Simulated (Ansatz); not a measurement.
## Zone-centre phonons of KCl at -0.8 GPa: input and output

Level of theory: Ansatz 0.2.0, DFT LDA, scalar-relativistic, plane waves, PAW.

Launched with:
```bash
ansatz run input.yaml --threads 1 --pin off --max-ram 2560MiB --backend cpu --events-out ev --progress --plain --runs-dir out
```

Input (bare energies are in eV):
```yaml
crystal:
  lattice:
    - [0.0, 3.4573, 3.4573]
    - [3.4573, 0.0, 3.4573]
    - [3.4573, 3.4573, 0.0]
  atoms:
    - { symbol: K, position: [0.0, 0.0, 0.0] }
    - { symbol: Cl, position: [0.25, 0.25, 0.25] }
basis:
  ecutwfc: 420
kpoints:
  mp_grid: { grid: [6, 6, 6] }
hamiltonian:
  xc: lda
scf:
  occupations: { method: fixed }
output:
  eigenvalues: true
phonons:
  method: dfpt
  dielectric: true
  rigid_motions: translations
  raman: true
  eigenvectors: true
```

The end of the output:
```
--- Phonons (Γ-DFPT): 2 representative perturbations + reference, on 46 of 216 k-points (Σ response iterations 6) ---
  k mesh reduced under 4 symmetry operations, with k and −k counted as one. Each operation leaves every solved perturbation unchanged. A smaller set is not considered because the run solves the response ...
  ASR residual: 7.422e-5 → 0.000e0 eV/Å²; symmetrization residual: 2.156e-6 eV/Å²
  ASR residual per site (eV/Å²): 6.43e-5 7.42e-5
  Γ frequencies (cm⁻¹): 0.00 0.00 0.00 151.67 151.67 151.67
  ε∞ (high-frequency dielectric tensor):
        1.994300     0.000000    -0.000000
        0.000000     1.994300    -0.000000
        0.000000     0.000000     1.994300
  ε⁰ (static dielectric tensor: ions relaxed, cell fixed):
        3.483768     0.000000     0.000000
       -0.000000     3.483768     0.000000
        0.000000     0.000000     3.483768
  ε⁰ − ε∞ (ionic part):
        1.489468    -0.000000     0.000000
       -0.000000     1.489468     0.000000
        0.000000     0.000000     1.489468
  softest optical mode at Γ: 151.67 cm⁻¹; the repairs (sum rule, projections) moved no ω² at Γ by more than (0.82 cm⁻¹)²
  Born effective charges Z* (e; rows j = field, columns β = displacement):
    site 0:
         1.03443    0.00000    0.00000
        -0.00000    1.03443   -0.00000
         0.00000   -0.00000    1.03443
    site 1:
        -1.03443   -0.00000   -0.00000
         0.00000   -1.03443    0.00000
         0.00000    0.00000   -1.03443
  Z* charge neutrality: 4.389e-5 e pre-enforcement
  k-mesh period / interband length: 29.3 Å / 1.06 Å = 27.73 at k = (0.0000, 0.0000, 0.0000), direct gap 4.592 eV — 14 or more, which is no proof of convergence
  Raman tensors (in the event stream and the table raman_tensors.tsv): an entry may err by 6.5e-4 Å², one of the second-order susceptibility by 1.4e-3 pm/V (basis, points and sum rule); their sum over the sites missed zero by 6.370e-6 Å² ...
  optical modes at Γ without the LO–TO term, one row a degenerate level:
      ω (cm⁻¹) modes IR ((D/Å)²/amu) static Raman (Å⁴/amu) depolarisation
        151.67      3             3.9833                 1.7692           0.750
  optical modes at Γ + LO–TO along q̂ = [1.0000, 0.0000, 0.0000]:
      ω (cm⁻¹) modes IR ((D/Å)²/amu) static Raman (Å⁴/amu) depolarisation
        151.67      2             2.6556                 1.1794           0.750
        200.46      1             1.3278                 0.2699           0.750
  optical modes at Γ + LO–TO along q̂ = [0.0000, 1.0000, 0.0000]:
      ω (cm⁻¹) modes IR ((D/Å)²/amu) static Raman (Å⁴/amu) depolarisation
        151.67      2             2.6556                 1.1794           0.750
        200.46      1             1.3278                 0.2699           0.750
  optical modes at Γ + LO–TO along q̂ = [0.0000, 0.0000, 1.0000]:
      ω (cm⁻¹) modes IR ((D/Å)²/amu) static Raman (Å⁴/amu) depolarisation
        151.67      2             2.6556                 1.1794           0.750
        200.46      1             1.3278                 0.2699           0.750
```

Time: 2.9 min on 1 thread of Intel(R) Xeon(R) Processor @ 2.50GHz (Skylake/Cascade Lake) (shared host), peak memory 0.57 GiB.

The cell is the ideal cubic zincblende prototype; this isn't the usual structure of the compound.